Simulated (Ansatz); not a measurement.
Computed with DFT PBE, scalar-relativistic, plane waves, PAW (Ansatz). All cells share a 420 eV cutoff and Γ-centred k meshes spaced at most about 0.3 Å⁻¹ (about 0.25 or finer for metals, 2π included). No spin polarisation in the final relaxations.

These are static total energies at zero pressure.

Compare these two cells of CsH₅, each relaxed at this level.

1.

Space group P6/mmm (No. 191). a = 4.410 Å, b = 4.410 Å, c = 4.055 Å, α = 90.00°, β = 90.00°, γ = 120.00°
| atom | site | symmetry | x | y | z |
| --- | --- | --- | --- | --- | --- |
| Cs | 1a | 6/mmm | 0.0000 | 0.0000 | 0.0000 |
| H | 3g | mmm | 0.5000 | 0.0000 | 0.5000 |
| H | 2d | -6m2 | 0.3333 | 0.6667 | 0.5000 |

2.

Space group Cmmm (No. 65). a = 5.262 Å, b = 8.439 Å, c = 3.434 Å, α = 90.00°, β = 90.00°, γ = 90.00°
```csv
atom,site,symmetry,x,y,z
Cs,2a,mmm,0.0000,0.0000,0.0000
H,4i,m2m,0.5000,0.1488,0.0000
H,4j,m2m,0.5000,0.8844,0.5000
H,2c,mmm,0.5000,0.0000,0.5000
```

Question: Which is lower in energy, and by how much?

Answer: Cell 1 is lower, by 190 meV/atom. Cell 1 has space group P6/mmm (No. 191), 11.4 Å³/atom and no gap on its mesh; cell 2 has space group Cmmm (No. 65), 12.7 Å³/atom and no gap. Counting H atoms around Cs (those within 1.25 times the shortest such distance or 1.15 times the sum of covalent radii, 1.27 where that leaves under three), cell 1 has Cs 24 and cell 2 has Cs 18. The denser one is the lower, and pressure would at first widen the difference. Even the lower one lies +0.35 eV/atom against the reference forms of the elements (uncorrected), so neither is stable at this level. In cell 1, around Cs lie 12 H at 3.00 Å and 12 H at 3.26 Å; around H on a site of symmetry mmm lie 2 H at 1.27 Å, 4 H at 2.21 Å and 4 Cs at 3.00 Å; around H on a site of symmetry -6m2 lie 3 H at 1.27 Å, 3 H at 2.55 Å and 6 Cs at 3.26 Å. In cell 2, around Cs lie 6 H at 2.92–2.96 Å and 12 H at 3.14–3.29 Å; around H on a site of symmetry m2m lie 2 H at 1.74 Å, 2 H at 2.13 Å, 1 H at 2.51 Å, 2 H at 2.82 Å and 3 Cs at 2.92–2.96 Å; H on a second site of symmetry m2m has 1 H at 0.98 Å, 2 H at 1.74 Å, 1 H at 1.95 Å, 2 H at 2.82 Å and 4 Cs at 3.29 Å; 1 more site not described. Both come from invented guesses.

With hydrogen, zero-point motion can shift such differences by 10 meV/atom or more. Cells relaxed within their symmetry can be saddle points.
